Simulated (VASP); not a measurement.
**H11C2NO4: single point with PBE+D3(BJ)**

The system is H11C2NO4.

```xyz
18
Lattice="5.9155 0.0000 0.0000 0.0000 5.9155 0.0000 0.0000 0.0000 5.9155" Properties=species:S:1:pos:R:3 pbc="T T T"
O     5.0497    1.3213    6.5911
O     4.0292    4.9106    1.8384
O     3.4142    1.7906    4.2093
O     1.0084    2.1332    2.2364
H     4.5131    1.6756    5.8706
H     4.5712    0.5887    7.0734
H     3.2380    4.6141    1.2460
H     4.7529    4.3565    1.4913
H     2.7394    2.4349    4.3192
H     2.9918    1.1536    3.5772
H     0.3547    1.7463    1.6560
H     1.7309    2.3380    1.6793
H     0.2895    5.6149    3.8639
H     0.2878    3.8189    3.5778
H    -0.8059    4.5085    4.8907
C     0.1948    4.6055    4.3171
C     1.1957    4.3440    5.3642
N     1.9269    3.9969    6.2082
```

The cell was built by a generator and needn't be a form met in nature.

```json
{
  "Program": "VASP 6.6.1",
  "Task": "single point",
  "Functional": "PBE",
  "Dispersion": "D3(BJ)",
  "Potentials or basis": "VASP PAW PBE potentials, release 64 (O, H, C, N)",
  "Cutoff": "520 eV",
  "k mesh": "1 × 1 × 1",
  "Occupations": "fermi-dirac, width 0.05 eV",
  "Spin": "no spin polarisation"
}
```

| Quantity | Value |
| --- | --- |
| Pressure | -0.3 GPa |
| Largest force | 2.704 eV/Å |
| Band gap on the k mesh | 4.69 eV, direct |
| Dispersion energy per atom | -0.036 eV |

Forces on the atoms (eV/Å):
```
O    0.194 -0.494  0.584
O   -0.960 -0.192 -0.981
O    0.837 -1.764 -0.663
O   -0.015 -0.041  2.704
H   -0.506 -0.249 -0.477
H   -0.072  0.209 -0.523
H    0.945  0.321  0.973
H    0.093 -0.121  0.251
H   -1.282  1.363  0.261
H    0.502  0.449  0.497
H   -1.285 -0.390 -1.033
H    1.600  0.628 -1.176
H   -0.035 -0.373  0.334
H   -0.065 -0.413 -0.505
H    0.949  0.251 -1.069
C   -0.458  0.402  1.979
C   -0.370 -0.001 -0.615
N   -0.071  0.416 -0.538
```

Stress tensor (GPa, compression positive):
```
 0.35 -0.07  0.05
-0.07 -0.17  0.72
 0.05  0.72 -1.05
```

Levels at points of the mesh, in eV from the valence-band top:
| k point | band 22 | band 23 | band 24 | band 25 | band 26 | band 27 |
| --- | --- | --- | --- | --- | --- | --- |
| (0.00, 0.00, 0.00) | -0.57 | -0.32 | 0.00 | 4.69 | 5.47 | 5.68 |

Wall time 28 s on 1 thread of Intel(R) Xeon(R) Platinum 8259CL CPU @ 2.50GHz (Skylake/Cascade Lake), on a shared host, peak memory 0.32 GiB.

Caveat: the standard files for N, O and F lose accuracy on very short bonds.
